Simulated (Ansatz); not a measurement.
Crystal: Al2O3.

```
Al O
1.0
     4.61378    0.00000    0.00000
     0.00000    9.56328    0.00000
     0.00000    0.00000    3.11986
Al O
4 6
Direct
  0.98298 0.82457 0.00000
  0.01702 0.17543 0.00000
  0.48297 0.67543 0.50000
  0.51702 0.32457 0.50000
  0.50000 0.50000 0.50000
  0.12363 0.75305 0.50000
  0.37637 0.25305 0.00000
  0.62364 0.74695 0.00000
  0.00000 0.00000 0.00000
  0.87636 0.24695 0.50000
```

Measurements of this composition are mostly on another form, of space group No. 167.

Program: Ansatz 0.2.0. Alike in all runs: task band structure; potentials or basis Ansatz PAW; no spin polarisation; cell as given; k mesh 6 × 3 × 9; smearing fermi-dirac 0.05 eV.

Question: Order these runs on this cell by their band gap on the k mesh, lowest first.
A. level r2SCAN; cutoff (eV) 500
B. level PBEsol; cutoff (eV) 420
C. level RPBE; cutoff (eV) 420

Answer: B (3.43 eV), C (3.69 eV), A (4.12 eV).

